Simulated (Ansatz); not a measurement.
# Moving the pressure in Rh

The cell as given:

Space group Fm-3m (No. 225). a = 3.796 Å, b = 3.796 Å, c = 3.796 Å, α = 90.00°, β = 90.00°, γ = 90.00°
```json
{"atom": "Rh", "site": "4a", "symmetry": "m-3m", "x": "0.0000", "y": "0.0000", "z": "0.0000"}
```

Kept alike: task relaxation of cell and atoms; functional r2SCAN; k mesh 12 × 12 × 12; occupations fermi-dirac, width 0.05 eV; no spin polarisation. Program: Ansatz, Ansatz PAW, cutoff 500 eV. The mesh is that of the run's cell of 1 atom. No spin-orbit coupling.

| run | volume (Å³/atom) |
| --- | --- |
| A | 12.905 |
| B | 13.270 |
| C | 13.710 |
| D | 12.590 |
| E | 13.480 |
| F | 13.616 |

The relaxations keep at least the cell's symmetry (Fm-3m). For a metal such a mesh leaves the last digits unconverged. The runs follow the start's structure, whether or not it is the stable one at these pressures. P is the pressure aimed at, which the runs meet within some hundredths to tenths of a GPa. All rows use potentials made for PBE.

**Question.** The runs differ in the pressure alone: 0; 2; 5; 10; 20; 30 GPa. Which run is which?

**Answer.** Run A is 20 GPa; run B is 10 GPa; run C is 0 GPa; run D is 30 GPa; run E is 5 GPa; run F is 2 GPa. The volume falls from 13.710 to 12.590 Å³/atom between 0 and 30 GPa. The volume falls ever more slowly, since the solid stiffens under load. At the pressures aimed at, which the runs meet within some tenths of a GPa, the step from 0 to 5 GPa gives a mean bulk modulus near 296 GPa, the last step 405 GPa.
